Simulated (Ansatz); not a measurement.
Random displacements in MgO

Theory: DFT PBE, scalar-relativistic, plane waves, PAW in Ansatz 0.2.0. The runs took a 420 eV cutoff, a Γ-centred 6×6×6 mesh and Gaussian smearing (0.05 eV). No spin polarisation. Energies are free energies at this smearing, counted from the undisturbed cell; pressure is positive in compression.

Reference structure (as given, not relaxed at this level):

```yaml
crystal:
  lattice:
    - [4.27030, 0.00000, 0.00000]
    - [0.00000, -4.27030, 0.00000]
    - [0.00000, 0.00000, -4.27030]
  atoms:
    - { symbol: Mg, position: [0.00000, 0.50000, 0.50000] }
    - { symbol: Mg, position: [0.50000, 0.00000, 0.50000] }
    - { symbol: Mg, position: [0.50000, 0.50000, 0.00000] }
    - { symbol: Mg, position: [0.00000, 0.00000, 0.00000] }
    - { symbol: O, position: [0.50000, 0.00000, 0.00000] }
    - { symbol: O, position: [0.00000, 0.50000, 0.00000] }
    - { symbol: O, position: [0.00000, 0.00000, 0.50000] }
    - { symbol: O, position: [0.50000, 0.50000, 0.50000] }
```

The atoms are displaced (Å, in the unstrained cell):

```tsv
atom	ux	uy	uz
Mg1	0.062	-0.203	-0.225
Mg2	-0.121	-0.236	0.149
Mg3	-0.311	0.088	0.164
Mg4	0.115	0.019	0.142
O5	0.114	0.129	-0.089
O6	0.023	0.026	0.183
O7	-0.043	-0.111	-0.293
O8	0.161	0.287	-0.030
```

Strain (Voigt, engineering shear): (0.0309, 0.0128, -0.0249, -0.0161, 0.0092, 0.0748).

Task: What are the energy change, the stress and the forces?

Result: ΔE = 639.5 meV/atom; stress (xx, yy, zz, yz, xz, xy; compression positive) (1.39, 24.22, 42.16, 2.51, -3.92, -10.24) GPa; gap on the mesh 3.56 eV.
| atom | Fx (eV/Å) | Fy | Fz |
| --- | --- | --- | --- |
| Mg1 | -1.95 | 0.83 | 6.04 |
| Mg2 | 0.81 | 6.57 | -0.88 |
| Mg3 | 4.12 | -0.74 | -1.73 |
| Mg4 | -1.55 | 0.30 | -6.19 |
| O5 | -1.61 | -0.05 | 1.20 |
| O6 | -0.13 | -0.18 | -5.79 |
| O7 | 1.08 | 0.83 | 7.16 |
| O8 | -0.78 | -7.55 | 0.19 |

Cost: 1 run of about 0.37 core-minutes, on Arm Neoverse V2 (shared hosts).